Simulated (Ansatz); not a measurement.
ZnS (F-43m), comparing deformations

The calculation used DFT PBE, scalar-relativistic, plane waves, PAW (Ansatz 0.2.0). Cutoff 420 eV, Γ-centred 8×8×8 k-points, Gaussian smearing of 0.05 eV. No spin polarisation. Energies are free energies at this smearing, counted from the undisturbed cell; pressure is positive in compression.

The undisturbed cell (relaxed at this level):

```yaml
crystal:
  lattice:
    - [0.00000, 2.72156, 2.72156]
    - [2.72156, 0.00000, 2.72156]
    - [2.72156, 2.72156, 0.00000]
  atoms:
    - { symbol: Zn, position: [0.00000, 0.00000, 0.00000] }
    - { symbol: S, position: [0.75000, 0.75000, 0.75000] }
```

The cell is strained by ε times a Voigt pattern (xx, yy, zz, yz, xz, xy; engineering shear) with fractional coordinates fixed. τ = (1/V0) dE/dε comes from the stress tensor. Of each scan, only the three points used here are listed.

```
           pattern        ε  τ (GPa)
(0, 0, 0, 0, 1, 0)  -0.0050    -0.32
(0, 0, 0, 0, 1, 0)   0.0000     0.00
(0, 0, 0, 0, 1, 0)   0.0050     0.32
(1, 1, 0, 0, 0, 0)  -0.0150    -4.87
(1, 1, 0, 0, 0, 0)   0.0000    -0.04
(1, 1, 0, 0, 0, 0)   0.0150     4.32
(0, 0, 1, 0, 0, 0)  -0.0150    -1.50
(0, 0, 1, 0, 0, 0)   0.0000    -0.02
(0, 0, 1, 0, 0, 0)   0.0150     1.41
```

Q: Which constants do the scans give, and which deformation costs least for the same size of strain tensor?

A: The slope dτ/dε at zero (parabola through three points) is pᵀCp: (0, 0, 0, 0, 1, 0) gives C44 = 64 GPa; (1, 1, 0, 0, 0, 0) gives 2(C11 + C12) = 306 GPa; (0, 0, 1, 0, 0, 0) gives C11 = 97 GPa. The size of the strain tensor, ε:ε, is ε² times 0.5, 2.0, 1.0. Per unit of it the stiffnesses are 128, 153, 97 GPa, so (0, 0, 1, 0, 0, 0) is the softest of these: at ε:ε = (1 %)² the quadratic term costs 0.61 meV/atom against 0.96 for the stiffest. These are clamped-ion values.

Q: What else follows for this cubic crystal?

A: From the unrounded slopes C11 = 97.0 and C12 = 56.1 GPa, so B = (C11 + 2 C12)/3 = 70 GPa and the Poisson ratio for a pull along a cube edge is C12/(C11 + C12) = 0.37.

Q: How anisotropic is this cubic crystal?

A: Zener's ratio 2 C44/(C11 − C12) = 3.13 with clamped ions; it is 1 for an isotropic solid.

Forces appear on the atoms along this scan, and letting them relax would lower the energy and soften the response.